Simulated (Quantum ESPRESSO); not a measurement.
# MgS (Niningerite) (Fm-3m) in Quantum ESPRESSO: notebook

Aim: see how the results for MgS (Niningerite) move with the level of theory and the settings. Levels: LDA, PBEsol, PBE. Tasks: band structure.

Program: Quantum ESPRESSO 7.5. These are calculated values, not measurements. Logs are shortened: lines on timing, memory, paths and dates and some standing lists are left out, and cuts for length are marked.

### 1 Starting point

It takes space group Fm-3m (No. 225, cubic). Conventional cell: a = 5.203 Å, b = 5.203 Å, c = 5.203 Å, α = 90.00°, β = 90.00°, γ = 90.00°. Around S (site symmetry m-3m) lie 6 Mg at 2.60 Å. Mg (site symmetry m-3m) is surrounded by 6 S at 2.60 Å.

### 2 Band structure, LDA

pw.in

```
&CONTROL
  calculation = 'scf'
  prefix = 'pwscf'
  outdir = './tmp'
  pseudo_dir = './pseudo'
  tprnfor = .true.
  tstress = .true.
  disk_io = 'low'
/
&SYSTEM
  ibrav = 0
  A = 3.67928871
  nat = 2
  ntyp = 2
  ecutwfc = 70
  nbnd = 14
  input_dft = 'pz'
  occupations = 'smearing'
  smearing = 'fd'
  degauss = 0.00367493
/
&ELECTRONS
  conv_thr = 4d-10
  electron_maxstep = 120
  mixing_beta = 0.5
/
ATOMIC_SPECIES
S     32.0600 S_ONCV_PBE-1.2.upf
Mg    24.3050 Mg_ONCV_PBE-1.2.upf
CELL_PARAMETERS alat
   0.0000000000    0.7071067821    0.7071067821
   0.7071067821    0.0000000000    0.7071067821
   0.7071067821    0.7071067821    0.0000000000
ATOMIC_POSITIONS alat
S      0.7071067821    0.7071067821    0.7071067821
Mg     0.0000000000    0.0000000000    0.0000000000
K_POINTS automatic
9 9 9 0 0 0
```

bands.in

```
&CONTROL
  calculation = 'bands'
  prefix = 'pwscf'
  outdir = './tmp'
  pseudo_dir = './pseudo'
  disk_io = 'low'
  verbosity = 'high'
/
&SYSTEM
  ibrav = 0
  A = 3.67928871
  nat = 2
  ntyp = 2
  ecutwfc = 70
  nbnd = 14
  input_dft = 'pz'
  occupations = 'smearing'
  smearing = 'fd'
  degauss = 0.00367493
/
&ELECTRONS
  conv_thr = 1d-08
  electron_maxstep = 120
  mixing_beta = 0.5
  diago_full_acc = .true.
  startingwfc = 'random'
/
ATOMIC_SPECIES
S     32.0600 S_ONCV_PBE-1.2.upf
Mg    24.3050 Mg_ONCV_PBE-1.2.upf
CELL_PARAMETERS alat
   0.0000000000    0.7071067821    0.7071067821
   0.7071067821    0.0000000000    0.7071067821
   0.7071067821    0.7071067821    0.0000000000
ATOMIC_POSITIONS alat
S      0.7071067821    0.7071067821    0.7071067821
Mg     0.0000000000    0.0000000000    0.0000000000
K_POINTS crystal
60
 0.0000000000  0.0000000000  0.0000000000 1
 0.0625000000  0.0000000000  0.0625000000 1
 0.1250000000  0.0000000000  0.1250000000 1
 0.1875000000  0.0000000000  0.1875000000 1
 0.2500000000  0.0000000000  0.2500000000 1
 0.3125000000  0.0000000000  0.3125000000 1
 0.3750000000  0.0000000000  0.3750000000 1
 0.4375000000  0.0000000000  0.4375000000 1
 0.5000000000  0.0000000000  0.5000000000 1
 0.5000000000  0.0625000000  0.5625000000 1
 0.5000000000  0.1250000000  0.6250000000 1
 0.5000000000  0.1875000000  0.6875000000 1
 0.5000000000  0.2500000000  0.7500000000 1
 0.4375000000  0.3125000000  0.7500000000 1
 0.3750000000  0.3750000000  0.7500000000 1
 0.3375000000  0.3375000000  0.6750000000 1
 0.3000000000  0.3000000000  0.6000000000 1
 0.2625000000  0.2625000000  0.5250000000 1
 0.2250000000  0.2250000000  0.4500000000 1
 0.1875000000  0.1875000000  0.3750000000 1
 0.1500000000  0.1500000000  0.3000000000 1
 0.1125000000  0.1125000000  0.2250000000 1
 0.0750000000  0.0750000000  0.1500000000 1
 0.0375000000  0.0375000000  0.0750000000 1
 0.0000000000  0.0000000000  0.0000000000 1
 0.0625000000  0.0625000000  0.0625000000 1
 0.1250000000  0.1250000000  0.1250000000 1
 0.1875000000  0.1875000000  0.1875000000 1
 0.2500000000  0.2500000000  0.2500000000 1
 0.3125000000  0.3125000000  0.3125000000 1
 0.3750000000  0.3750000000  0.3750000000 1
 0.4375000000  0.4375000000  0.4375000000 1
 0.5000000000  0.5000000000  0.5000000000 1
 0.5250000000  0.4500000000  0.5250000000 1
 0.5500000000  0.4000000000  0.5500000000 1
 0.5750000000  0.3500000000  0.5750000000 1
 0.6000000000  0.3000000000  0.6000000000 1
 0.6250000000  0.2500000000  0.6250000000 1
 0.5833333333  0.2500000000  0.6666666667 1
 0.5416666667  0.2500000000  0.7083333333 1
 0.5000000000  0.2500000000  0.7500000000 1
 0.5000000000  0.2857142857  0.7142857143 1
 0.5000000000  0.3214285714  0.6785714286 1
 0.5000000000  0.3571428571  0.6428571429 1
 0.5000000000  0.3928571429  0.6071428571 1
 0.5000000000  0.4285714286  0.5714285714 1
 0.5000000000  0.4642857143  0.5357142857 1
 0.5000000000  0.5000000000  0.5000000000 1
 0.4821428571  0.4821428571  0.5357142857 1
 0.4642857143  0.4642857143  0.5714285714 1
 0.4464285714  0.4464285714  0.6071428571 1
 0.4285714286  0.4285714286  0.6428571429 1
 0.4107142857  0.4107142857  0.6785714286 1
 0.3928571429  0.3928571429  0.7142857143 1
 0.3750000000  0.3750000000  0.7500000000 1
 0.6250000000  0.2500000000  0.6250000000 1
 0.5937500000  0.1875000000  0.5937500000 1
 0.5625000000  0.1250000000  0.5625000000 1
 0.5312500000  0.0625000000  0.5312500000 1
 0.5000000000  0.0000000000  0.5000000000 1
```

Potentials or basis: SG15 PBE 1.2.

Run with:

```sh
$ OMP_NUM_THREADS=1 pw.x -in pw.in > pw.out
$ OMP_NUM_THREADS=1 pw.x -in bands.in > bands.out
```

pw.out:

```text
This program is part of the open-source Quantum ESPRESSO suite
     for quantum simulation of materials; please cite
         "P. Giannozzi et al., J. Phys.:Condens. Matter 21 395502 (2009);
         "P. Giannozzi et al., J. Phys.:Condens. Matter 29 465901 (2017);
         "P. Giannozzi et al., J. Chem. Phys. 152 154105 (2020);
     in publications or presentations arising from this work. More details at

     IMPORTANT: XC functional enforced from input :
     Exchange-correlation= PZ
                           (   1   1   0   0   0   0   0)
     Any further DFT definition will be discarded
     Please, verify this is what you really want

     Message from routine setup:
     using ibrav=0 with symmetry is DISCOURAGED, use correct ibrav instead

     G-vector sticks info
     --------------------
     sticks:   dense  smooth     PW     G-vecs:    dense   smooth      PW
     Sum         931     931    283                18883    18883    3119

     Using Slab Decomposition

     bravais-lattice index     =            0
     lattice parameter (alat)  =       6.9528  a.u.
     unit-cell volume          =     237.6694 (a.u.)^3
     number of atoms/cell      =            2
     number of atomic types    =            2
     number of electrons       =        16.00
     number of Kohn-Sham states=           14
     kinetic-energy cutoff     =      70.0000  Ry
     charge density cutoff     =     280.0000  Ry
     scf convergence threshold =      4.0E-10
     mixing beta               =       0.5000
     number of iterations used =            8  plain     mixing
     Exchange-correlation= PZ
                           (   1   1   0   0   0   0   0)

     celldm(1)=   6.952848  celldm(2)=   0.000000  celldm(3)=   0.000000
     celldm(4)=   0.000000  celldm(5)=   0.000000  celldm(6)=   0.000000

     crystal axes: (cart. coord. in units of alat)
               a(1) = (   0.000000   0.707107   0.707107 )
               a(2) = (   0.707107   0.000000   0.707107 )
               a(3) = (   0.707107   0.707107   0.000000 )

     reciprocal axes: (cart. coord. in units 2 pi/alat)
               b(1) = ( -0.707107  0.707107  0.707107 )
               b(2) = (  0.707107 -0.707107  0.707107 )
               b(3) = (  0.707107  0.707107 -0.707107 )

     PseudoPot. # 1 for S  read from file:
     S_ONCV_PBE-1.2.upf
     Pseudo is Norm-conserving, Zval =  6.0
     Generated using ONCVPSP code by D. R. Hamann
     Using radial grid of  602 points,  4 beta functions with:
                l(1) =   0
                l(2) =   0
                l(3) =   1
                l(4) =   1

     PseudoPot. # 2 for Mg read from file:
     Mg_ONCV_PBE-1.2.upf
     Pseudo is Norm-conserving, Zval = 10.0
     Generated using ONCVPSP code by D. R. Hamann
     Using radial grid of  602 points,  4 beta functions with:
                l(1) =   0
                l(2) =   0
                l(3) =   1
                l(4) =   1

     atomic species   valence    mass     pseudopotential
     S                 6.00    32.06000     S ( 1.00)
     Mg               10.00    24.30500     Mg( 1.00)

     48 Sym. Ops., with inversion, found

   Cartesian axes

     site n.     atom                  positions (alat units)
         1        S      tau(   1) = (   0.7071068   0.7071068   0.7071068  )
         2        Mg     tau(   2) = (   0.0000000   0.0000000   0.0000000  )

     number of k points=    35  Fermi-Dirac smearing, width (Ry)=  0.0037
                       cart. coord. in units 2pi/alat
        k(    1) = (   0.0000000   0.0000000   0.0000000), wk =   0.0027435
        k(    2) = (   0.0785674   0.0785674  -0.0785674), wk =   0.0219479
        k(    3) = (   0.1571348   0.1571348  -0.1571348), wk =   0.0219479
        k(    4) = (   0.2357023   0.2357023  -0.2357023), wk =   0.0219479
        k(    5) = (   0.3142697   0.3142697  -0.3142697), wk =   0.0219479
        k(    6) = (   0.1571348  -0.0000000   0.0000000), wk =   0.0164609
[... 27 lines left out ...]
[... 58 lines left out ...]
    11.3663  14.4407  14.4407  14.4616  16.4543  16.4543

          k = 0.2357 0.2357-0.2357 (  2370 PWs)   bands (ev):

   -67.6893 -34.3086 -34.3038 -34.3038  -5.1523   2.6617   6.1501   6.1501
    11.1957  13.7787  13.7787  15.7548  17.8711  17.9865

          k = 0.3143 0.3143-0.3143 (  2356 PWs)   bands (ev):

   -67.6891 -34.3102 -34.3040 -34.3040  -4.7830   1.7698   6.0346   6.0346
    10.9964  13.3908  13.3908  16.3838  18.3655  20.0746

          k = 0.1571-0.0000 0.0000 (  2337 PWs)   bands (ev):

   -67.6891 -34.3039 -34.3034 -34.3034  -5.9204   5.7355   6.3493   6.3493
    11.0512  13.6136  14.9679  14.9679  15.2203  17.0698

          k = 0.2357 0.0786-0.0786 (  2349 PWs)   bands (ev):
[... 74 lines left out ...]
          k =-0.0786-0.5500 0.5500 (  2346 PWs)   bands (ev):

   -67.6888 -34.3089 -34.3068 -34.3053  -4.3932   2.6505   3.7503   5.1933
    10.2040  12.7982  16.2737  16.3908  18.7910  20.6533

          k =-0.0000-0.4714 0.4714 (  2315 PWs)   bands (ev):

   -67.6885 -34.3080 -34.3078 -34.3048  -4.4208   2.8735   3.2222   5.4548
    10.7983  14.1871  15.3525  15.7469  18.0885  18.9332

          k = 0.6285-0.0000 0.0000 (  2341 PWs)   bands (ev):

   -67.6888 -34.3095 -34.3057 -34.3057  -4.4250   2.4338   4.9360   4.9360
     9.2133  10.8963  18.1033  19.2248  19.4020  19.4020

          k = 0.0000-0.6285 0.6285 (  2360 PWs)   bands (ev):

   -67.6890 -34.3094 -34.3062 -34.3057  -4.3470   2.4395   4.4067   4.9645
     9.4677  11.3448  17.8637  17.9387  19.2947  21.4386

          k = 0.3143 0.1571 0.0000 (  2352 PWs)   bands (ev):

   -67.6891 -34.3068 -34.3046 -34.3038  -5.3402   3.7776   5.3795   6.0770
    12.2661  13.0116  13.5405  15.5310  16.1889  18.6917

          k = 0.3928 0.2357-0.0786 (  2358 PWs)   bands (ev):

   -67.6891 -34.3083 -34.3053 -34.3042  -4.9289   2.8403   4.8741   5.8165
    12.1532  12.8792  14.0384  15.1836  17.4931  20.3327

          k =-0.2357-0.3928 0.5500 (  2356 PWs)   bands (ev):

   -67.6890 -34.3094 -34.3055 -34.3045  -4.6121   2.1726   4.6739   5.5942
    12.0741  12.4305  14.5972  15.8373  18.7393  19.7292

          k = 0.4714 0.1571 0.0000 (  2353 PWs)   bands (ev):

   -67.6890 -34.3083 -34.3055 -34.3049  -4.7967   2.9696   4.7888   5.2692
    10.9438  12.2252  14.7842  16.7983  17.9386  20.5799

          k =-0.1571-0.4714 0.6285 (  2350 PWs)   bands (ev):

   -67.6889 -34.3088 -34.3064 -34.3052  -4.5043   2.6421   4.1411   5.0276
    11.0692  13.0730  14.5272  16.4437  18.9161  20.8778

          k =-0.0786-0.3928 0.5500 (  2342 PWs)   bands (ev):

   -67.6888 -34.3086 -34.3070 -34.3051  -4.4207   2.6284   3.6881   5.1175
    11.4052  13.5187  15.1882  15.4448  18.5620  19.8502

          k = 0.0000-0.3143 0.4714 (  2351 PWs)   bands (ev):

   -67.6889 -34.3085 -34.3066 -34.3046  -4.6040   2.7276   3.9384   5.4517
    11.9476  13.3733  14.0885  15.7533  18.1416  19.8235

          k =-0.0786-0.5500 0.7071 (  2355 PWs)   bands (ev):

   -67.6889 -34.3091 -34.3062 -34.3057  -4.3947   2.5840   4.4592   4.6419
    10.0625  11.7921  16.3621  17.5692  19.5686  21.4187

          k =-0.0000-0.4714 0.6285 (  2342 PWs)   bands (ev):

   -67.6888 -34.3086 -34.3071 -34.3056  -4.3290   2.8354   3.5888   4.7200
    10.6769  12.9724  15.6222  16.2584  19.3957  20.7729

          k =-0.0786-0.3928 0.7071 (  2343 PWs)   bands (ev):

   -67.6888 -34.3082 -34.3073 -34.3057  -4.3425   2.9848   3.5726   4.4189
    11.5701  13.8677  14.1280  15.5976  20.0494  20.2796

     the Fermi energy is     7.8560 ev

!    total energy              =    -128.92306625 Ry
     estimated scf accuracy    <          2.9E-11 Ry
     smearing contrib. (-TS)   =      -0.00000000 Ry
     internal energy E=F+TS    =    -128.92306625 Ry

     The total energy is F=E-TS. E is the sum of the following terms:
     one-electron contribution =     -68.12543414 Ry
     hartree contribution      =      33.99986674 Ry
     xc contribution           =     -18.08402233 Ry
     ewald contribution        =     -76.71347652 Ry

     convergence has been achieved in   8 iterations

     Forces acting on atoms (cartesian axes, Ry/au):

     atom    1 type  1   force =    -0.00000000    0.00000000    0.00000000
     atom    2 type  2   force =     0.00000000    0.00000000    0.00000000

     Total force =     0.000000     Total SCF correction =     0.000000

     Computing stress (Cartesian axis) and pressure

          total   stress  (Ry/bohr**3)                   (kbar)     P=      -30.28
  -0.00020586  -0.00000000   0.00000000          -30.28       -0.00        0.00
  -0.00000000  -0.00020586   0.00000000           -0.00      -30.28        0.00
   0.00000000   0.00000000  -0.00020586            0.00        0.00      -30.28

=------------------------------------------------------------------------------=
   JOB DONE.
=------------------------------------------------------------------------------=
```

Run time: 47 s. Hardware: 1 thread of Arm Neoverse V1, shared host; peak memory 0.08 GiB.

Results:

- Free energy: -1754.0877 eV
- Pressure: -3.0 GPa
- Band gap on the k mesh: 2.59 eV, indirect (least direct gap 3.43 eV)
- Band gap along the path: 2.46 eV, indirect (least direct gap 3.43 eV)

Levels at the corners of the path, in eV from the valence-band top:
| point | band 4 | band 5 | band 6 | band 7 | band 8 | band 9 | band 10 | band 11 | band 12 | band 13 |
| --- | --- | --- | --- | --- | --- | --- | --- | --- | --- | --- |
| Γ | -40.92 | -12.71 | 0.00 | 0.00 | 0.00 | 3.43 | 7.80 | 7.80 | 7.80 | 10.24 |
| X | -40.93 | -10.98 | -4.28 | -1.72 | -1.72 | 2.46 | 4.21 | 11.84 | 12.72 | 13.13 |
| W | -40.93 | -10.93 | -3.31 | -3.31 | -2.47 | 5.02 | 7.82 | 7.82 | 7.85 | 14.10 |
| K | -40.93 | -10.97 | -3.78 | -3.29 | -1.40 | 3.64 | 6.55 | 9.53 | 9.96 | 11.62 |
| Γ | -40.92 | -12.71 | 0.00 | 0.00 | 0.00 | 3.43 | 7.80 | 7.80 | 7.80 | 10.24 |
| L | -40.92 | -11.35 | -4.97 | -0.60 | -0.60 | 4.35 | 6.72 | 6.72 | 9.79 | 11.95 |
| U | -40.93 | -10.97 | -3.78 | -3.29 | -1.40 | 3.64 | 6.55 | 9.53 | 9.96 | 11.62 |
| W | -40.93 | -10.93 | -3.31 | -3.31 | -2.47 | 5.02 | 7.82 | 7.82 | 7.85 | 14.10 |
| L | -40.92 | -11.35 | -4.97 | -0.60 | -0.60 | 4.35 | 6.72 | 6.72 | 9.79 | 11.95 |
| K | -40.93 | -10.97 | -3.78 | -3.29 | -1.40 | 3.64 | 6.55 | 9.53 | 9.96 | 11.62 |
| U | -40.93 | -10.97 | -3.78 | -3.29 | -1.40 | 3.64 | 6.55 | 9.53 | 9.96 | 11.62 |
| X | -40.93 | -10.98 | -4.28 | -1.72 | -1.72 | 2.46 | 4.21 | 11.84 | 12.72 | 13.13 |

Caveat: the potentials were made for another functional, which shifts forces and pressure; the mesh misses the band edges, which the band path finds closer together.

### 3 Band structure, PBEsol

Edit pw.in of step 2 so:

```diff
@@ -16,3 +16,3 @@
   nbnd = 14
-  input_dft = 'pz'
+  input_dft = 'pbesol'
   occupations = 'smearing'
```

Edit bands.in of step 2 so:

```diff
@@ -15,3 +15,3 @@
   nbnd = 14
-  input_dft = 'pz'
+  input_dft = 'pbesol'
   occupations = 'smearing'
```

Potentials or basis: SG15 PBE 1.2.

Run with:

```sh
$ OMP_NUM_THREADS=1 pw.x -in pw.in > pw.out
$ OMP_NUM_THREADS=1 pw.x -in bands.in > bands.out
```

It took 46 s on 1 thread of Arm Neoverse V1, shared host; peak memory 0.08 GiB.

It converged, with:

* Free energy: -1756.0439 eV
* Pressure: -0.6 GPa
* Band gap on the k mesh: 2.84 eV, indirect (least direct gap 3.59 eV)
* Band gap along the path: 2.71 eV, indirect (least direct gap 3.59 eV)

Levels at the corners of the path, in eV from the valence-band top:
```
point  band 5  band 6  band 7  band 8  band 9  band 10  band 11  band 12
    Γ  -12.69    0.00    0.00    0.00    3.59     7.85     7.85     7.85
    X  -10.98   -4.26   -1.71   -1.71    2.71     4.24    11.88    12.81
    W  -10.94   -3.29   -3.29   -2.40    5.22     7.84     7.84     7.99
    K  -10.98   -3.76   -3.24   -1.38    3.82     6.60     9.66     9.98
    Γ  -12.69    0.00    0.00    0.00    3.59     7.85     7.85     7.85
    L  -11.36   -4.91   -0.60   -0.60    4.40     6.84     6.84    10.08
    U  -10.98   -3.76   -3.24   -1.38    3.82     6.60     9.66     9.98
    W  -10.94   -3.29   -3.29   -2.40    5.22     7.84     7.84     7.99
    L  -11.36   -4.91   -0.60   -0.60    4.40     6.84     6.84    10.08
    K  -10.98   -3.76   -3.24   -1.38    3.82     6.60     9.66     9.98
    U  -10.98   -3.76   -3.24   -1.38    3.82     6.60     9.66     9.98
    X  -10.98   -4.26   -1.71   -1.71    2.71     4.24    11.88    12.81
```

Caveat: the potentials were made for another functional, which shifts forces and pressure; the mesh misses the band edges, which the band path finds closer together.

### 4 Band structure, PBE

Edit pw.in of step 3 so:

```diff
@@ -16,3 +16,2 @@
   nbnd = 14
-  input_dft = 'pbesol'
   occupations = 'smearing'
```

Edit bands.in of step 3 so:

```diff
@@ -15,3 +15,2 @@
   nbnd = 14
-  input_dft = 'pbesol'
   occupations = 'smearing'
```

Run with:

```sh
$ OMP_NUM_THREADS=1 pw.x -in pw.in > pw.out
$ OMP_NUM_THREADS=1 pw.x -in bands.in > bands.out
```

It took 46 s on 1 thread of Arm Neoverse V1, shared host; peak memory 0.08 GiB.

The run converged. Its results:

| Item | Value |
| --- | --- |
| Free energy | -1759.4400 eV |
| Pressure | 0.9 GPa |
| Band gap on the k mesh | 2.93 eV, indirect (least direct gap 3.70 eV) |
| Band gap along the path | 2.80 eV, indirect (least direct gap 3.70 eV) |

Levels at the corners of the path, in eV from the valence-band top:
| point | band 6 | band 7 | band 8 | band 9 | band 10 | band 11 |
| --- | --- | --- | --- | --- | --- | --- |
| Γ | 0.00 | 0.00 | 0.00 | 3.70 | 7.99 | 7.99 |
| X | -4.18 | -1.68 | -1.68 | 2.80 | 4.43 | 12.00 |
| W | -3.22 | -3.22 | -2.35 | 5.27 | 7.98 | 7.98 |
| K | -3.68 | -3.18 | -1.36 | 3.93 | 6.73 | 9.73 |
| Γ | 0.00 | 0.00 | 0.00 | 3.70 | 7.99 | 7.99 |
| L | -4.82 | -0.59 | -0.59 | 4.56 | 6.94 | 6.94 |
| U | -3.68 | -3.18 | -1.36 | 3.93 | 6.73 | 9.73 |
| W | -3.22 | -3.22 | -2.35 | 5.27 | 7.98 | 7.98 |
| L | -4.82 | -0.59 | -0.59 | 4.56 | 6.94 | 6.94 |
| K | -3.68 | -3.18 | -1.36 | 3.93 | 6.73 | 9.73 |
| U | -3.68 | -3.18 | -1.36 | 3.93 | 6.73 | 9.73 |
| X | -4.18 | -1.68 | -1.68 | 2.80 | 4.43 | 12.00 |

Caveat: the mesh misses the band edges, which the band path finds closer together.

### 5 Summary

```csv
level,form of the LDA correlation,gap on the mesh (eV),pressure (GPa)
LDA,PZ81,2.59,-3.0
PBEsol,-,2.84,-0.6
PBE,-,2.93,0.9
```

Alike in all rows: task band structure; potentials or basis SG15 PBE 1.2; no spin polarisation; cell as given; k mesh 9 × 9 × 9; cutoff (eV) 952; smearing fermi-dirac 0.05 eV.

On the cell as given the gap runs from 2.46 eV (LDA) to 2.80 eV (PBE). The pressure there spans -3.0 GPa (LDA) to 0.9 GPa (PBE); a positive pressure means that this level wants a larger cell, a negative one a smaller.

Caveats: the mesh misses the band edges, which the band path finds closer together; the potentials were made for another functional, which shifts forces and pressure (some runs).

Total energies depend on the potentials used, so only differences within one code and one set of settings carry meaning.
